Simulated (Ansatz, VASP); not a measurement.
# Two plane-wave programs on Cd

```
Cd
1.0
    -1.82001    1.78432    1.78432
     1.82001   -1.78432    1.78432
     1.82001    1.78432   -1.78432
Cd
1
Direct
  0.00000 0.00000 0.00000
```

Change from the starting cell: strain = 0.02.

Alike in both runs: task single point; functional PBE; k mesh 10 × 10 × 10; occupations fermi-dirac, width 0.05 eV; no spin polarisation.

|  | VASP | Ansatz |
| --- | --- | --- |
| version | VASP 6.6.1 | Ansatz 0.2.0 |
| potentials or method | VASP PAW PBE potentials, release 64 (Cd) | Ansatz PAW |
| plane-wave cutoff (eV) | 520 | 420 |
| valence electrons in the cell | 12 | 20 |

VASP gave:

- gap on the k mesh at the Fermi level (eV): none
- pressure (GPa): 0.6
- largest component of the traceless stress (GPa): 1.08

Problem. Which values does Ansatz return?

Solution. gap on the k mesh at the Fermi level (eV): none; pressure (GPa): 0.4; largest component of the traceless stress (GPa): 1.07.

A gap of «none» marks a metal or a gap that the smearing closes. With one functional, cell and mesh, what is left measures potentials, basis and numerics. The two sets of potentials don't hold the same shells in valence.
